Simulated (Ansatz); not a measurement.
NaCl in the CsCl structure, relaxed with r2SCAN in the PAW code Ansatz: space group Pm-3m (No. 221), cubic; a = 3.460 Å in the conventional setting, 20.70 Å³ an atom. Na has 8 Cl at 3.00 Å; Cl has 8 Na at 3.00 Å. The primitive cell holds 2 atoms in 41.41 Å³. These are computed values for a spin-unpolarised cell that may be hypothetical; none is a measurement.

Computed values: PBE gives a gap of 4.10 eV and PBE0 (25 % exact exchange) 6.15 eV; one over PBE's mean ε∞ is 0.366. HSE06 (6×6×6) gives a least gap of 5.43 eV and a least direct gap of 5.99 eV. In PBE's bands the lowest conduction level rises by 0.083 eV from Γ to the point 0.0908 1/Å along Γ–X; the direct gap at Γ is 4.63 eV. r2SCAN's ε∞ is 2.58.

Q: What is the density?

A: The cell holds 1 Na, 1 Cl: M = 1×22.990 + 1×35.450 = 58.44 u in V = 41.41 Å³. ρ = 1.66054 × M/V = 1.66054 × 58.44/41.41 = 2.343 g/cm³, for the static r2SCAN lattice.

Q: Taking the gap as linear in the share of unscreened exchange, estimate the gap of the hybrid whose share is 1/ε∞.

A: The slope is (6.15 − 4.10)/0.25 = 8.20 eV per unit share, so E_g ≈ 4.10 + 8.20 × 0.366 = 7.10 eV. The run with that share gives 7.12 eV (6×6×6 mesh), +0.02 eV from the straight line.

Q: At what wavelength does absorption set in by HSE06, excitons left aside?

A: λ = 1239.84 eV nm/E: 228 nm for the least gap, where it needs phonons and is weak, and 207 nm for direct transitions. That lies in the ultraviolet, so by this gap the crystal is transparent to visible light.

Q: Estimate the electron mass at Γ from the rise of PBE's conduction level.

A: A parabola gives m*/mₑ = (ħ²/2mₑ) k²/ΔE = 3.810 × 0.0908²/0.083 = 0.378. The band flattens away from Γ; with E(1 + E/E_g) = ħ²k²/2m* the mass at the edge is 0.378/(1 + 0.083/4.63) = 0.372 (1/E_g is only a rough value for the bending). It is PBE's mass, and a gap that is too small makes it too light.

Q: What refractive index and reflectivity at normal incidence follow, below the gap and above the phonons?

A: n = √2.58 = 1.606; R = ((n − 1)/(n + 1))² = (0.606/2.606)² = 5.4 % a face.

The meshes of the hybrids are coarse, so their gaps aren't converged to the digits shown.
